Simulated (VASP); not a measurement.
## CdTe: single point with PBE

Crystal: CdTe.

```
CELL_PARAMETERS angstrom
0.00000 -3.30869 -3.30869
0.00000 3.30869 -3.30869
6.61737 0.00000 0.00000
ATOMIC_POSITIONS crystal
Cd 0.50000 0.50000 0.50000
Cd 0.00000 0.00000 0.00000
Te 0.00000 0.50000 0.25000
Te 0.50000 0.00000 0.75000
```

The cell isn't the ideal one: the relaxed cell repeated 2 times.

| Property | Result |
| --- | --- |
| Program | VASP 6.6.1 |
| Task | single point |
| Functional | PBE |
| Potentials or basis | VASP PAW PBE potentials, release 64 (Cd, Te) |
| Cutoff | 520 eV |
| k mesh | 8 × 8 × 6 |
| Occupations | gaussian, width 0.05 eV |
| Spin | no spin polarisation |
| Dipole correction | no |
| Further INCAR settings | ALGO = Fast; EDIFF = 1e-06; NBANDS = 26 |

| Quantity | Value |
| --- | --- |
| Pressure | 0.1 GPa |
| Band gap on the k mesh | 0.58 eV |

Levels at points of the mesh, in eV from the valence-band top:
| k point | band 16 | band 17 | band 18 | band 19 | band 20 | band 21 |
| --- | --- | --- | --- | --- | --- | --- |
| (0.00, 0.00, 0.00) | 0.00 | 0.00 | 0.00 | 0.58 | 2.67 | 2.74 |
| (0.50, 0.00, 0.00) | -1.92 | -0.71 | -0.71 | 3.01 | 3.01 | 5.19 |
| (0.50, 0.50, 0.00) | -1.66 | -1.66 | -1.66 | 2.67 | 2.67 | 2.74 |
| (0.00, 0.00, 0.50) | -0.96 | -0.96 | -0.96 | 2.82 | 2.82 | 3.39 |
| (0.50, 0.00, 0.50) | -0.69 | -0.69 | -0.69 | 1.76 | 1.76 | 5.21 |
| (0.50, 0.50, 0.50) | -2.09 | -1.95 | -1.95 | 4.03 | 4.03 | 4.70 |

Wall time 120 s on 1 thread of Intel(R) Xeon(R) Platinum 8559C (Emerald Rapids) (shared host), peak memory 0.37 GiB.

Caveat: spin-orbit coupling is left out, which moves the levels of the heavy elements.
